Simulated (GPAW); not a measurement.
CuO:

```xyz
2
Lattice="2.5526 0.0000 0.0000 0.0000 2.5526 0.0000 0.0000 0.0000 2.5526" Properties=species:S:1:pos:R:3 pbc="T T T"
Cu    0.0000    0.0000    0.0000
O     1.2763    1.2763    1.2763
```

Measurements of this composition are mostly on another form, of space group No. 15.

Base run:

```yaml
Program: GPAW 26.7.0
Functional: TPSS
Potentials_or_basis: GPAW PAW data sets (gpaw-data 1.2.1)
Cutoff: 800 eV
Basis: pw
k_mesh: 8 × 8 × 8
Occupations: fermi-dirac, width 0.05 eV
Spin: no spin polarisation
```

Its results: pressure 14.8 GPa.

The run is repeated on the same cell with these changes: functional from TPSS to PBE; k mesh from 8 × 8 × 8 to 10 × 10 × 10. What comes out?

Pressure 22.3 GPa.

Several settings changed at once, so the effect can't be laid on one alone.

Caveats: with this Cu data set, volumes or pressures lay over 1.5 % or 2 GPa off other programs in two to four cells of ten; an odd number of electrons without spin polarisation forces a metal; a magnetic or distorted state may lie lower; the run has no spin polarisation, though such a crystal can be magnetic; the PAW data sets were made with another functional, which shifts forces and pressure a little (some runs); so large a pressure means that the cell lies far from this level's equilibrium, or that cutoff or potentials fall short (some runs).

Not every run made on this cell is shown here.
